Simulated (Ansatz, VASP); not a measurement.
## One calculation of TaN, two programs

```xyz
2
Lattice="3.0409 0.0000 0.0000 -1.5205 2.6335 0.0000 0.0000 0.0000 2.7559" Properties=species:S:1:pos:R:3 pbc="T T T"
Ta    0.0000    1.7557    1.3779
N     0.0000    0.0000    0.0000
```

Change from the starting cell: strain +0.040 along x and y, -0.040 along z, atoms carried along.

Alike in both runs: task single point; functional PBEsol; k mesh 24 × 24 × 20; occupations gaussian, width 0.15 eV; no spin polarisation.

```csv
,VASP,Ansatz
version,VASP 6.6.1,Ansatz 0.2.0
potentials or method,"VASP PAW PBE potentials, release 64 (Ta_pv, N)","scalar-relativistic, plane waves, PAW"
plane-wave cutoff (eV),520,420
valence electrons in the cell,16,18
```

```tsv
	VASP	Ansatz	Ansatz less VASP
gap on the k mesh at the Fermi level (eV)	none	none	-
pressure (GPa)	-8.4	-9.1	-0.72
largest component of the traceless stress (GPa)	32.75	32.61	-0.140
```

A gap of «none» marks a metal or a gap that the smearing closes. The two sets of potentials don't hold the same shells in valence.

Caveats: the PAW data sets were made with another functional, which shifts forces and pressure a little (VASP). The runs have no spin-orbit coupling, so splittings on Ta are missing.
